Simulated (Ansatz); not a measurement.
## Sn: a vibration from a frozen displacement

Theory: Ansatz, DFT PBEsol, scalar-relativistic, plane waves, PAW. Cutoff 420 eV, Γ-centred 10×10×10 k-points, Gaussian smearing of 0.15 eV. No spin polarisation. Energies are free energies at this smearing, counted from the undisturbed cell; pressure is positive in compression.

The starting cell (as given, not relaxed at this level; it stands at -3.6 GPa; this form isn't the usual structure):

```
Sn
1.0
    -3.45308    3.55109   -4.67668
    -3.45308   -3.55109    4.67668
     3.45308    3.55109    4.67668
Sn
8
Direct
  0.50000 0.50000 0.00000
  0.50000 0.00000 0.00000
  0.00000 0.50000 0.00000
  0.00000 0.00000 0.00000
  0.50000 0.50000 0.50000
  0.50000 0.00000 0.50000
  0.00000 0.50000 0.50000
  0.00000 0.00000 0.50000
```

Atom 1 (Sn) is moved by x along the Cartesian unit vector (0.707, 0.707, 0.000); the cell and all other atoms stay fixed. The cell's volume is 229.39 Å³; the moved atoms weigh 118.710 u together and the others 830.970 u. Some rows repeat others by symmetry and weren't run.

```csv
x (Å),ΔE (meV/cell),total force on the moved atoms along the move (eV/Å),pressure (GPa)
-0.3000,37.68,0.2842,-3.3333
-0.2625,27.96,0.2352,-3.3901
-0.2250,19.97,0.1916,-3.4389
-0.1500,8.48,0.1174,-3.5132
-0.0750,2.06,0.0555,-3.5574
0.0000,0.00,0.0000,-3.5720
0.0750,2.06,-0.0555,-3.5574
0.1500,8.48,-0.1174,-3.5132
0.2250,19.97,-0.1916,-3.4389
0.2625,27.96,-0.2352,-3.3901
0.3000,37.68,-0.2842,-3.3333
```

**Question.** What frequency belongs to this motion?

**Answer.** The force constant is k = −dF/dx = 0.740 eV/Å², from the parabola through x = -0.0750, 0 and 0.0750. In every cell the moved atoms swing against the rest, so the mass is μ = m₁m₂/(m₁ + m₂) = 103.871 u, and ν̃ = 521.5 cm⁻¹ × √(|k|/μ) = 44 cm⁻¹, at this cell's pressure of -3.6 GPa. The pattern needn't be a normal mode: ν̃² is then a weighted mean of the squared nonzero frequencies at the zone centre of this cell, so it lies between the lowest and the highest of them.

**Question.** How far does the harmonic law reach?

**Answer.** At x = -0.300 Å, kx²/2 = 33.30 meV against the computed 37.68 meV (+13.1 %): the well stiffens in this direction at large amplitude.

**Question.** The pressure changes with x². What does that say about the frequency under compression?

**Answer.** With E = k(V)x²/2, k ∝ V^(−2γ) and x scaling with the cell as V^(1/3), P − P0 = −∂E/∂V = (2γ − 2/3) ΔE/V. At x = 0.1500 Å, V(P − P0) = 229.39 × 0.05878 / 160.2 eV = 84.15 meV and ΔE = 8.48 meV, so γ = 1/3 + V(P − P0)/(2ΔE) = 5.29. This is the Grüneisen parameter of the motion under uniform scaling of the cell: shrinking the cell evenly by 1 % in volume raises the frequency by about 5.29 %. Values this far from the 1 to 3 of most solids mark a soft motion whose force constant is small beside what it shares with volume.

In a metal these slopes depend on the k mesh and the smearing.

Cost: 6 runs of about 39 core-minutes in all, on Arm Neoverse V2 (shared hosts).

The displaced tin atom sits in a stable well along this line, and its low frequency reflects a heavy ion held by soft, delocalised metallic bonding. The eight atoms are translational copies of a single site in a body-centred orthorhombic lattice, so the primitive crystal has no optical branches. The 44 cm⁻¹ therefore represents a mixture of zone-boundary acoustic vibrations folded to the zone centre by the supercell, and shouldn't be assigned to a Raman or infrared line.

Inversion symmetry at the site removes the cubic term, leaving the even-order terms to stiffen the well. This probably reflects the steepening short-range repulsion as the atom closes in on some of its neighbours. The same repulsion would help explain the large Grüneisen parameter of 5.29: the lattice is under tension, where restoring forces are weak and recover quickly on compression. This suggests a higher frequency at the relaxed volume. The positive curvature doesn't establish dynamical stability, since an unstable mode could be hidden in the average by stiffer ones.
